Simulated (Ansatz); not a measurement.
Field gradients of W from run to run

Cell of run 1: an entry of the Crystallography Open Database (COD), taken as it stands.

Space group Pm-3n (No. 223); a = 5.0830 Å.

```csv
site,Wyckoff,site symmetry,x,y,z
W1,2a,m-3.,0.0000,0.0000,0.0000
W3,6c,-4m.2,0.0000,0.5000,0.2500
```

One atom of each set is listed.

Relaxed positions (PBE, cell held):

W1 (0.0000, 0.0000, 0.0000)
W3 (0.0000, 0.5000, 0.2500)

All runs are DFT with Ansatz 0.2.0 (plane waves and PAW, scalar-relativistic unless spin–orbit coupling is named, Γ-centred meshes, Fermi–Dirac smearing where given) in this cell.

Run 1: PBE, atoms as given; 420 eV, 9×9×9 k-points, smearing 0.02 eV.
Run 2: r2SCAN, at the relaxed atoms; 500 eV, 9×9×9 k-points, smearing 0.05 eV.
Run 3: PBE with spin–orbit coupling, at the relaxed atoms; 420 eV, 9×9×9 k-points, smearing 0.05 eV.
Run 4: LDA, at the relaxed atoms; 420 eV, 9×9×9 k-points, smearing 0.05 eV.
Run 5: PBEsol, at the relaxed atoms; 420 eV, 9×9×9 k-points, smearing 0.05 eV.

```tsv
run	W3 V_zz (η)
1	-6.40 (0.00)
2	?
3	-9.13 (0.00)
4	-6.39 (0.00)
5	-6.35 (0.00)
```

V_zz in 10²¹ V/m²; 1 of the 2 sets of like atoms are followed.

Task: Estimate the row of run 2.

Result: W3: -5.38 (0.00). It lies nearest to run 5, from whose tensors on these sites it differs by 0.97 at most (largest principal value of the difference, on W3). Taken one at a time, spin–orbit coupling moves the tensors on these sites by up to 2.73 (largest principal value of the change, on W3), the functional (between the two that differ most) by 1.03 (W3).

In runs 1, 2, 3, 4, 5 there is no gap above 0.1 eV, so the gradients can move by 10 % or more with the k-mesh. The cell isn't the equilibrium one in runs 2, 4, 5 (calculated pressure -5, -14, -9 GPa), and the entry's cell may itself be off.
